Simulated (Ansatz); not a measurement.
# SnSe: the cost of one run

Program: Ansatz 0.2.0. Level of theory: reference: DFT, PBEsol, plane waves, PAW. These are calculated values, not measurements.

2 further runs of the same task are left out: 1 for a known fault of the program, 1 that didn't finish.

## Step 1: Starting point

It takes space group Pm-3m (No. 221, cubic). Conventional cell: a = 3.665 Å, b = 3.665 Å, c = 3.665 Å, α = 90.00°, β = 90.00°, γ = 90.00°. Sn (site symmetry m-3m) is surrounded by 8 Se at 3.17 Å. Se (site symmetry m-3m) is surrounded by 8 Sn at 3.17 Å.

As a file:

```xyz
2
Lattice="3.6654 0.0000 0.0000 0.0000 3.6654 0.0000 0.0000 0.0000 3.6654" Properties=species:S:1:pos:R:3 pbc="T T T"
Sn    0.0000    0.0000    0.0000
Se    1.8327    1.8327    1.8327
```

## Step 2: Reference

The input, input.yaml:

```yaml
crystal:
  lattice:
    - [3.6653564528, 0.0, 0.0]
    - [0.0, 3.6653564528, 0.0]
    - [0.0, 0.0, 3.6653564528]
  atoms:
    - { symbol: Sn, position: [0.0, 0.0, 0.0] }
    - { symbol: Se, position: [0.5, 0.5, 0.5] }
kpoints:
  mp_grid: { grid: [6, 6, 6] }
hamiltonian:
  xc: pbesol
scf:
  occupations: { method: fermi_dirac, width: 0.02 }
  n_extra_bands: 4
output:
  forces: true
  stress: true
  eigenvalues: true
  write_density: true
  write_potential: true
  elf: true
  volumetric_format: npy
```

On the command line:

```
ansatz run input.yaml --threads 4 --pin off --max-ram 3686MiB --backend cpu --events-out ev --progress --plain --runs-dir out
```

**Question.** How long does this run take on 4 threads of Arm Neoverse N1, shared host, and how much memory does it need?

About 1.3 s, with a peak of 0.32 GiB.
